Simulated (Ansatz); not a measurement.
SnO2:

```
Sn O
1.0
     5.17526    0.00000    0.00000
     0.00000    5.17526    0.00000
     0.00000    0.00000    5.17526
Sn O
4 8
Cartesian
  0.0000 0.0000 0.0000
  2.5876 0.0000 2.5876
  2.5876 2.5876 0.0000
  0.0000 2.5876 2.5876
  3.4214 4.3415 0.8337
  4.3415 0.8337 3.4214
  0.8337 3.4214 4.3415
  1.7539 1.7539 1.7539
  3.4214 3.4214 3.4214
  4.3415 1.7539 0.8337
  0.8337 4.3415 1.7539
  1.7539 0.8337 4.3415
```

Measurements of this composition are mostly on another form, of space group No. 136.

Base run:

* Program: Ansatz 0.2.0
* Functional: PBEsol
* Potentials or basis: Ansatz PAW
* Cutoff: 420 eV
* Density cutoff: 1680 eV
* k mesh: 5 × 5 × 5
* Occupations: fermi-dirac, width 0.05 eV
* Spin: no spin polarisation

Its results: band gap on the k mesh 0.51 eV, indirect (least direct gap 0.57 eV); pressure -7.2 GPa; largest force 0.022 eV/Å.

Task: After a change of settings the same cell gave: band gap on the k mesh 0.58 eV, indirect (least direct gap 0.64 eV); pressure 5.4 GPa; largest force 0.037 eV/Å. Which change was it?
A. functional from PBEsol to BLYP
B. functional from PBEsol to r2SCAN; cutoff from 420 eV to 500 eV; density cutoff from 1680 eV to 2000 eV
C. functional from PBEsol to r2SCAN; cutoff from 420 eV to 500 eV; density cutoff from 1680 eV to 2000 eV; k mesh from 5 × 5 × 5 to 4 × 4 × 4
D. functional from PBEsol to LDA

Result: A.

BLYP binds less tightly than PBEsol, so the same cell stands under more pressure.

Caveats: spin-orbit coupling is left out, which moves the levels of the heavy elements; the PAW data sets come from PBE, with cores solved anew for the run's functional, which leaves a small shift of forces and pressure; the potentials were made for another functional, which shifts forces and pressure (some runs).

Not every run made on this cell is shown here.
